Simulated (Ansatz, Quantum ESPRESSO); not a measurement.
# 1 layers of Nb in Na(110), on the host's sites: ballistic transmission, part 2 of 3

How well does the junction conduct in the ballistic limit? It is: 1 layers of Nb in Na(110), on the host's sites.

Quantum ESPRESSO 7.5; plane-wave DFT, LDA, GBRV ultrasoft pseudopotentials; cross-check by Ansatz 0.2.0 with PAW datasets.

So far. Step 2 (SCF with pw.x): The run needed 13 iterations to bring the estimated error under 1e-07 Ry; the largest force on any atom, held or free, is 0.15 eV/Å.

## (3) Transmission with pwcond.x

Level of this step: transmission by pwcond, lead and junction from one cell; plane-wave DFT, LDA, GBRV ultrasoft pseudopotentials (Quantum ESPRESSO).

prefixt takes both regions from one run: the lead from 0 to bdl, the scattering region from bdl to bds (units of alat). ikind = 1 puts the same lead on both sides. The program's T_tot counts both spins in a run without spin; the tables below give T per spin.

Input file cond.in:

```
&inputcond
  outdir = './out'
  prefixt = 'scf'
  tran_file = 'cond.dat'
  bdl = 1.4142135619
  bds = 9.5416501929
  ikind = 1
  ewind = 4.0
  epsproj = 1e-05
  nz1 = 7
  energy0 = 0.4
  denergy = -0.4
/
43
  0.00000000 0.00000000 0.00694444
  0.00000000 0.08333333 0.01388889
  0.00000000 0.16666667 0.01388889
  0.00000000 0.25000000 0.01388889
  0.00000000 0.33333333 0.01388889
  0.00000000 0.41666667 0.01388889
  0.00000000 0.50000000 0.00694444
  0.08333333 0.00000000 0.02777778
  0.08333333 0.16666667 0.02777778
  0.08333333 0.25000000 0.02777778
  0.08333333 0.33333333 0.02777778
  0.08333333 0.41666667 0.02777778
  0.08333333 0.50000000 0.02777778
  0.16666667 0.00000000 0.02777778
  0.16666667 0.08333333 0.01388889
  0.16666667 0.25000000 0.02777778
  0.16666667 0.33333333 0.02777778
  0.16666667 0.41666667 0.02777778
  0.16666667 0.50000000 0.02777778
  0.16666667 0.58333333 0.01388889
  0.25000000 0.00000000 0.02777778
  0.25000000 0.08333333 0.02777778
  0.25000000 0.33333333 0.02777778
  0.25000000 0.41666667 0.02777778
  0.25000000 0.50000000 0.02777778
  0.25000000 0.58333333 0.02777778
  0.33333333 0.00000000 0.02777778
  0.33333333 0.08333333 0.02777778
  0.33333333 0.16666667 0.01388889
  0.33333333 0.41666667 0.02777778
  0.33333333 0.50000000 0.02777778
  0.33333333 0.58333333 0.02777778
  0.33333333 0.66666667 0.01388889
  0.41666667 0.00000000 0.02777778
  0.41666667 0.08333333 0.02777778
  0.41666667 0.16666667 0.02777778
  0.41666667 0.50000000 0.02777778
  0.41666667 0.58333333 0.02777778
  0.41666667 0.66666667 0.02777778
  0.50000000 0.00000000 0.01388889
  0.50000000 0.08333333 0.02777778
  0.50000000 0.16666667 0.02777778
  0.50000000 0.25000000 0.01388889
3
```

Command:

```console
> OMP_NUM_THREADS=1 mpirun -n 4 pwcond.x -in cond.in > cond.out
```

Log:

```text
[banner, memory and clock lines left out]
Program PWCOND v.7.5 starts

          URL

     ./out/scf.save/

     IMPORTANT: XC functional enforced from input :
     Exchange-correlation= PZ
                           (   1   1   0   0   0   0   0)
     Any further DFT definition will be discarded
     Please, verify this is what you really want

     Reading collected, re-writing distributed wavefunctions

===== INPUT FILE containing all the regions =====

     GEOMETRY:

     lattice parameter (alat)  =       7.9368  a.u.
     the volume                =    3373.2845 (a.u.)^3
     the cross section         =      44.5432 (a.u.)^2
     l of the unit cell        =       9.5417 (alat)
     number of atoms/cell      =           14
     number of atomic types    =            2

     crystal axes: (cart. coord. in units of alat)
               a(1) = (  1.0000  0.0000  0.0000 )
               a(2) = (  0.5000  0.7071  0.0000 )
               a(3) = (  0.0000  0.0000  9.5417 )

   Cartesian axes

     site n.     atom                  positions (alat units)
          1        Na     tau(  1)=(  0.0000  0.0000  9.5417  )
          2        Na     tau(  2)=(  0.5000  0.0000  0.7071  )
          3        Na     tau(  3)=(  0.0000  0.0000  1.4142  )
          4        Na     tau(  4)=(  0.5000  0.0000  2.1213  )
          5        Na     tau(  5)=(  0.0000  0.0000  2.8284  )
          6        Na     tau(  6)=(  0.5000  0.0000  3.5355  )
          7        Nb     tau(  7)=(  0.0000  0.0000  4.0637  )
          8        Na     tau(  8)=(  0.5000  0.0000  4.5919  )
          9        Na     tau(  9)=(  0.0000  0.0000  5.2990  )
         10        Na     tau( 10)=(  0.5000  0.0000  6.0061  )
         11        Na     tau( 11)=(  0.0000  0.0000  6.7132  )
         12        Na     tau( 12)=(  0.5000  0.0000  7.4203  )
         13        Na     tau( 13)=(  0.0000  0.0000  8.1274  )
         14        Na     tau( 14)=(  0.5000  0.0000  8.8345  )

     nr1s                      =           32
     nr2s                      =           27
     nr3s                      =          320
     nr1sx                     =           32
     nr2sx                     =           27
     nr3sx                     =          320
     nr1                       =           36
     nr2                       =           32
     nr3                       =          360
     nr1x                      =           36
     nr2x                      =           32
     nr3x                      =          360

 _______________________________
  Radii of nonlocal spheres:

     type       ibeta     ang. mom.          radius (alat units)
       Na         1         0                    0.2543
       Na         2         0                    0.2543
       Na         3         1                    0.2543
       Na         4         1                    0.2543
       Na         5         2                    0.2543
       Nb         1         0                    0.2790
       Nb         2         0                    0.2790
       Nb         3         1                    0.2790
       Nb         4         1                    0.2790
       Nb         5         2                    0.2790
       Nb         6         2                    0.2790
----- General information -----

--- T calc. with identical leads (ikind=1) ---

     nrx                       =           32
     nry                       =           27
     nz1                       =            7

     energy0               =         4.0E-01
     denergy               =        -4.0E-01
     nenergy               =          3
     ecut2d                =         4.0E+01
     ewind                 =         4.0E+00
     epsproj               =         1.0E-05

     number of k_|| points=   43
                       cryst. coord.
        k(    1) = (   0.0000000   0.0000000), wk =   0.0069444
        k(    2) = (   0.0000000   0.0833333), wk =   0.0138889
        k(    3) = (   0.0000000   0.1666667), wk =   0.0138889
        k(    4) = (   0.0000000   0.2500000), wk =   0.0138889
        k(    5) = (   0.0000000   0.3333333), wk =   0.0138889
        k(    6) = (   0.0000000   0.4166667), wk =   0.0138889
        k(    7) = (   0.0000000   0.5000000), wk =   0.0069444
        k(    8) = (   0.0833333   0.0000000), wk =   0.0277778
        k(    9) = (   0.0833333   0.1666667), wk =   0.0277778
        k(   10) = (   0.0833333   0.2500000), wk =   0.0277778
        k(   11) = (   0.0833333   0.3333333), wk =   0.0277778
        k(   12) = (   0.0833333   0.4166667), wk =   0.0277778
        k(   13) = (   0.0833333   0.5000000), wk =   0.0277778
        k(   14) = (   0.1666667   0.0000000), wk =   0.0277778
        k(   15) = (   0.1666667   0.0833333), wk =   0.0138889
        k(   16) = (   0.1666667   0.2500000), wk =   0.0277778
        k(   17) = (   0.1666667   0.3333333), wk =   0.0277778
        k(   18) = (   0.1666667   0.4166667), wk =   0.0277778
        k(   19) = (   0.1666667   0.5000000), wk =   0.0277778
        k(   20) = (   0.1666667   0.5833333), wk =   0.0138889
        k(   21) = (   0.2500000   0.0000000), wk =   0.0277778
        k(   22) = (   0.2500000   0.0833333), wk =   0.0277778
        k(   23) = (   0.2500000   0.3333333), wk =   0.0277778
        k(   24) = (   0.2500000   0.4166667), wk =   0.0277778
        k(   25) = (   0.2500000   0.5000000), wk =   0.0277778
        k(   26) = (   0.2500000   0.5833333), wk =   0.0277778
        k(   27) = (   0.3333333   0.0000000), wk =   0.0277778
        k(   28) = (   0.3333333   0.0833333), wk =   0.0277778
        k(   29) = (   0.3333333   0.1666667), wk =   0.0138889
        k(   30) = (   0.3333333   0.4166667), wk =   0.0277778
        k(   31) = (   0.3333333   0.5000000), wk =   0.0277778
        k(   32) = (   0.3333333   0.5833333), wk =   0.0277778
        k(   33) = (   0.3333333   0.6666667), wk =   0.0138889
        k(   34) = (   0.4166667   0.0000000), wk =   0.0277778
        k(   35) = (   0.4166667   0.0833333), wk =   0.0277778
        k(   36) = (   0.4166667   0.1666667), wk =   0.0277778
        k(   37) = (   0.4166667   0.5000000), wk =   0.0277778
        k(   38) = (   0.4166667   0.5833333), wk =   0.0277778
        k(   39) = (   0.4166667   0.6666667), wk =   0.0277778
        k(   40) = (   0.5000000   0.0000000), wk =   0.0138889
        k(   41) = (   0.5000000   0.0833333), wk =   0.0277778
        k(   42) = (   0.5000000   0.1666667), wk =   0.0277778
        k(   43) = (   0.5000000   0.2500000), wk =   0.0138889
----- Information about left/right lead -----

     nocros                   =           13
     noins                    =           13
[...]
127        1       3        1        3   taunew( 127)=(  0.5000  0.0000  6.0061)
      128        1       4        1        1   taunew( 128)=(  0.5000  0.0000  6.0061)
      129        1       4        1        2   taunew( 129)=(  0.5000  0.0000  6.0061)
      130        1       4        1        3   taunew( 130)=(  0.5000  0.0000  6.0061)
      131        1       5        2        1   taunew( 131)=(  0.5000  0.0000  6.0061)
      132        1       5        2        2   taunew( 132)=(  0.5000  0.0000  6.0061)
      133        1       5        2        3   taunew( 133)=(  0.5000  0.0000  6.0061)
      134        1       5        2        4   taunew( 134)=(  0.5000  0.0000  6.0061)
      135        1       5        2        5   taunew( 135)=(  0.5000  0.0000  6.0061)
      136        1       1        0        1   taunew( 136)=(  0.0000  0.0000  6.7132)
      137        1       2        0        1   taunew( 137)=(  0.0000  0.0000  6.7132)
      138        1       3        1        1   taunew( 138)=(  0.0000  0.0000  6.7132)
      139        1       3        1        2   taunew( 139)=(  0.0000  0.0000  6.7132)
      140        1       3        1        3   taunew( 140)=(  0.0000  0.0000  6.7132)
      141        1       4        1        1   taunew( 141)=(  0.0000  0.0000  6.7132)
      142        1       4        1        2   taunew( 142)=(  0.0000  0.0000  6.7132)
      143        1       4        1        3   taunew( 143)=(  0.0000  0.0000  6.7132)
      144        1       5        2        1   taunew( 144)=(  0.0000  0.0000  6.7132)
      145        1       5        2        2   taunew( 145)=(  0.0000  0.0000  6.7132)
      146        1       5        2        3   taunew( 146)=(  0.0000  0.0000  6.7132)
      147        1       5        2        4   taunew( 147)=(  0.0000  0.0000  6.7132)
      148        1       5        2        5   taunew( 148)=(  0.0000  0.0000  6.7132)
      149        1       1        0        1   taunew( 149)=(  0.5000  0.0000  7.4203)
      150        1       2        0        1   taunew( 150)=(  0.5000  0.0000  7.4203)
      151        1       3        1        1   taunew( 151)=(  0.5000  0.0000  7.4203)
      152        1       3        1        2   taunew( 152)=(  0.5000  0.0000  7.4203)
      153        1       3        1        3   taunew( 153)=(  0.5000  0.0000  7.4203)
      154        1       4        1        1   taunew( 154)=(  0.5000  0.0000  7.4203)
      155        1       4        1        2   taunew( 155)=(  0.5000  0.0000  7.4203)
      156        1       4        1        3   taunew( 156)=(  0.5000  0.0000  7.4203)
      157        1       5        2        1   taunew( 157)=(  0.5000  0.0000  7.4203)
      158        1       5        2        2   taunew( 158)=(  0.5000  0.0000  7.4203)
      159        1       5        2        3   taunew( 159)=(  0.5000  0.0000  7.4203)
      160        1       5        2        4   taunew( 160)=(  0.5000  0.0000  7.4203)
      161        1       5        2        5   taunew( 161)=(  0.5000  0.0000  7.4203)
      162        1       1        0        1   taunew( 162)=(  0.0000  0.0000  8.1274)
      163        1       2        0        1   taunew( 163)=(  0.0000  0.0000  8.1274)
      164        1       3        1        1   taunew( 164)=(  0.0000  0.0000  8.1274)
      165        1       3        1        2   taunew( 165)=(  0.0000  0.0000  8.1274)
      166        1       3        1        3   taunew( 166)=(  0.0000  0.0000  8.1274)
      167        1       4        1        1   taunew( 167)=(  0.0000  0.0000  8.1274)
      168        1       4        1        2   taunew( 168)=(  0.0000  0.0000  8.1274)
      169        1       4        1        3   taunew( 169)=(  0.0000  0.0000  8.1274)
      170        1       5        2        1   taunew( 170)=(  0.0000  0.0000  8.1274)
      171        1       5        2        2   taunew( 171)=(  0.0000  0.0000  8.1274)
      172        1       5        2        3   taunew( 172)=(  0.0000  0.0000  8.1274)
      173        1       5        2        4   taunew( 173)=(  0.0000  0.0000  8.1274)
      174        1       5        2        5   taunew( 174)=(  0.0000  0.0000  8.1274)
 ngper, shell number =          137          31
 ngper, n2d =          137         101
---  E-Ef =    0.4000000  k =    0.0000000   0.0000000
---  ie =          1  ik =          1
 Nchannels of the left tip =            1
 Right moving states:
   k1(2pi/a)   k2(2pi/a)   E-Ef (eV)
  -0.0619487  -0.0000110   0.4000000
 Left moving states:
   k1(2pi/a)   k2(2pi/a)   E-Ef (eV)
   0.0619487  -0.0000110   0.4000000

 to transmit
 Band j to band i transmissions and reflections:
    j         i     |T_ij|^2    |R_ij|^2

    1 -->     1     0.46523     0.53477
   Total T_j, R_j =    0.46523  0.53477

E-Ef(ev), T(x2 spins) =    0.4000000   0.9304549
---  E-Ef =    0.0000000  k =    0.0000000   0.0000000
---  ie =          2  ik =          1
 Nchannels of the left tip =            1
 Right moving states:
   k1(2pi/a)   k2(2pi/a)   E-Ef (eV)
  -0.1169296  -0.0000115   0.0000000
 Left moving states:
   k1(2pi/a)   k2(2pi/a)   E-Ef (eV)
   0.1169296  -0.0000115   0.0000000

 to transmit
 Band j to band i transmissions and reflections:
    j         i     |T_ij|^2    |R_ij|^2

    1 -->     1     0.29804     0.70196
   Total T_j, R_j =    0.29804  0.70196

E-Ef(ev), T(x2 spins) =    0.0000000   0.5960818
---  E-Ef =   -0.4000000  k =    0.0000000   0.0000000
---  ie =          3  ik =          1
 Nchannels of the left tip =            1
 Right moving states:
   k1(2pi/a)   k2(2pi/a)   E-Ef (eV)
  -0.1736811  -0.0000121  -0.4000000
 Left moving states:
   k1(2pi/a)   k2(2pi/a)   E-Ef (eV)
   0.1736811  -0.0000121  -0.4000000

 to transmit
 Band j to band i transmissions and reflections:
    j         i     |T_ij|^2    |R_ij|^2

    1 -->     1     0.10185     0.89815
   Total T_j, R_j =    0.10185  0.89815

E-Ef(ev), T(x2 spins) =   -0.4000000   0.2036918
 ngper, shell number =          137          74
 ngper, n2d =          137         101
[... further energies and points left out ...]
---  E-Ef =    0.4000000  k =    0.5000000   0.2500000
---  ie =          1  ik =         43
 Nchannels of the left tip =            1
 Right moving states:
   k1(2pi/a)   k2(2pi/a)   E-Ef (eV)
  -0.3861214  -0.0000106   0.4000000
 Left moving states:
   k1(2pi/a)   k2(2pi/a)   E-Ef (eV)
   0.3861214  -0.0000106   0.4000000

 to transmit
 Band j to band i transmissions and reflections:
    j         i     |T_ij|^2    |R_ij|^2

    1 -->     1     0.17121     0.82879
   Total T_j, R_j =    0.17121  0.82879

E-Ef(ev), T(x2 spins) =    0.4000000   0.3424211
---  E-Ef =    0.0000000  k =    0.5000000   0.2500000
---  ie =          2  ik =         43
 Nchannels of the left tip =            1
 Right moving states:
   k1(2pi/a)   k2(2pi/a)   E-Ef (eV)
  -0.4716009  -0.0000113   0.0000000
 Left moving states:
   k1(2pi/a)   k2(2pi/a)   E-Ef (eV)
   0.4716009  -0.0000113   0.0000000

 to transmit
 Band j to band i transmissions and reflections:
    j         i     |T_ij|^2    |R_ij|^2

    1 -->     1     0.49395     0.50605
   Total T_j, R_j =    0.49395  0.50605

E-Ef(ev), T(x2 spins) =    0.0000000   0.9878949
---  E-Ef =   -0.4000000  k =    0.5000000   0.2500000
---  ie =          3  ik =         43
 Nchannels of the left tip =            1
 Right moving states:
   k1(2pi/a)   k2(2pi/a)   E-Ef (eV)
   0.4273915  -0.0000120  -0.4000000
 Left moving states:
   k1(2pi/a)   k2(2pi/a)   E-Ef (eV)
  -0.4273915  -0.0000120  -0.4000000

 to transmit
 Band j to band i transmissions and reflections:
    j         i     |T_ij|^2    |R_ij|^2

    1 -->     1     0.20872     0.79128
   Total T_j, R_j =    0.20872  0.79128

E-Ef(ev), T(x2 spins) =   -0.4000000   0.4174461
   T_tot     0.40000      0.58942E+00
   T_tot     0.00000      0.43152E+00
   T_tot    -0.40000      0.70739E+00

Note: The following floating-point exceptions are signalling: IEEE_UNDERFLOW_FLAG
Note: The following floating-point exceptions are signalling: IEEE_UNDERFLOW_FLAG
Note: The following floating-point exceptions are signalling: IEEE_UNDERFLOW_FLAG
Note: The following floating-point exceptions are signalling: IEEE_UNDERFLOW_FLAG
```

It took 5.9 min on 4 MPI ranks of Arm Neoverse V2, shared host; peak memory 0.42 GiB.

Numbers from this step:

| Quantity | Value |
| --- | --- |
| lead channels at the Fermi level, one spin | 0.8958 |
| transmission at the Fermi level, one spin | 0.2158 |
| conductance | 0.2158 G₀ |

Per spin; mean over the k mesh across the current. The open channels, zone mean by energy, zero at the Fermi level:

```tsv
energy (eV)	open channels, zone mean
-0.400	0.715
0.000	0.896
0.400	0.951
```

Per spin; mean over the k mesh across the current. Transmission, zone mean against energy, zero at the Fermi level:

```tsv
energy (eV)	transmission, zone mean
-0.400	0.354
0.000	0.216
0.400	0.295
```

At 0.000 eV; k in fractions of b1, b2. Transmission by k point, the first 40 of 43 rows:

```tsv
k1	k2	weight	t	channels
0	0	0.006944	0.298	1
0	0.08333	0.01389	0.2165	1
0	0.1667	0.01389	0.02792	1
0	0.25	0.01389	0.05773	1
0	0.3333	0.01389	0.1379	1
0	0.4167	0.01389	0.2027	1
0	0.5	0.006944	0	0
0.08333	0	0.02778	0.224	1
0.08333	0.1667	0.02778	0.06683	1
0.08333	0.25	0.02778	0.03443	1
0.08333	0.3333	0.02778	0.02315	1
0.08333	0.4167	0.02778	0.1667	1
0.08333	0.5	0.02778	0	0
0.1667	0	0.02778	0.02947	1
0.1667	0.08333	0.01389	0.1069	1
0.1667	0.25	0.02778	0.07928	1
0.1667	0.3333	0.02778	0.4867	1
0.1667	0.4167	0.02778	0.01505	1
0.1667	0.5	0.02778	0.03548	1
0.1667	0.5833	0.01389	0	0
0.25	0	0.02778	0.201	1
0.25	0.08333	0.02778	0.00164	1
0.25	0.3333	0.02778	0.6243	1
0.25	0.4167	0.02778	0.8478	1
0.25	0.5	0.02778	0.01351	1
0.25	0.5833	0.02778	0	0
0.3333	0	0.02778	0.006875	1
0.3333	0.08333	0.02778	0.3383	1
0.3333	0.1667	0.01389	0.1053	1
0.3333	0.4167	0.02778	0.003748	1
0.3333	0.5	0.02778	0.6355	1
0.3333	0.5833	0.02778	0	0
0.3333	0.6667	0.01389	0	0
0.4167	0	0.02778	0.3956	1
0.4167	0.08333	0.02778	0.1918	1
0.4167	0.1667	0.02778	0.4408	1
0.4167	0.5	0.02778	0.6445	1
0.4167	0.5833	0.02778	0.1558	1
0.4167	0.6667	0.02778	0.7449	1
0.5	0	0.01389	0.7582	2
```

The program's own clock; routines nest. Time by routine:

```tsv
routine	wall time (s)	calls
PWCOND	355.4	1
scatter_forw	283.8	258
local	39.18	43
compbs	27.08	129
compbs_2	22.91	129
init	0.69	1
poten	0.07	1
```

The run is unpolarised; a magnetic state was not tried, may lie lower and would change T.

At no point does T exceed the number of channels.

(Part 2 of 3 ends here.)

[Logs are printed without paths, hosts, clocks, repeated set-up lines and the standing remarks that a program may print on its own settings, such as how far it seeks lower states.]

[Hosts, paths, dates, database ids (printed as entryN), source tags and the programs' standing remarks are cut or masked in the printed files.]

[Maps of the electrostatic potential energy from Ansatz leave out the sawtooth potential of an applied field or a dipole correction, so their vacuum need not be flat; planar profiles and work functions include it.]
